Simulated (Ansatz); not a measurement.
Runs of Ansatz 0.2.0 on HgTe (Coloradoite). It takes space group F-43m (No. 216, cubic). Conventional cell: a = 6.429 Å, b = 6.429 Å, c = 6.429 Å, α = 90.00°, β = 90.00°, γ = 90.00°. Hg (site symmetry -43m) is surrounded by 4 Te at 2.78 Å. Te (site symmetry -43m) has 4 Hg at 2.78 Å as nearest neighbours. 

```csv
task,level,spin,cell,k mesh,cutoff (eV),smearing,points for each segment of the path,gap on the mesh (eV),pressure (GPa),relaxed volume (Å³/atom)
relaxation of cell and atoms,HSE03,off,relaxed,4 × 4 × 4,420,fermi-dirac 0.05 eV,-,none,0.0,(a)
single point,PBE0,"SOC, no magnetisation",as given,3 × 3 × 3,420,fermi-dirac 0.05 eV,-,none,3.8,-
density of states,r2SCANh+D3(BJ),off,as given,4 × 4 × 4,500,gaussian 0.05 eV,-,none,2.2,-
band structure,HSE06,off,as given,4 × 4 × 4,420,fermi-dirac 0.05 eV,4,none,3.4,-
band structure,HSEsol,off,as given,4 × 4 × 4,420,fermi-dirac 0.05 eV,4,none,1.5,-
relaxation of cell and atoms,B3LYP,off,relaxed,4 × 4 × 4,420,fermi-dirac 0.05 eV,-,none,0.0,(b)
```

Alike in all rows: potentials or basis Ansatz PAW; the mesh is coarse, so values aren't converged.

**Question.** Estimate the missing entries.

**Answer.** (a) 35.88; (b) 38.14.

Caveats: all runs use coarse meshes; the PAW data sets come from PBE, with cores solved anew for the run's functional, which leaves a small shift of forces and pressure; the thresholds are loose for stress (some runs); the plane-wave basis is chosen anew once the cell has moved, so the energies of steps on either side of that aren't comparable (some runs); spin-orbit coupling is left out, which moves the levels of the heavy elements (some runs); pairwise dispersion overbinds metals, which lowers pressure and volume (some runs); the dispersion damping was fitted for another functional or another form of the correction (some runs); the volume moved by +15 % from the deposited cell, more than functionals usually miss (some runs).

A k mesh can miss the band edges, and rows without SOC leave out spin-orbit coupling on Hg, Te.

A gap of «none» marks a metal or a gap under the smearing width.
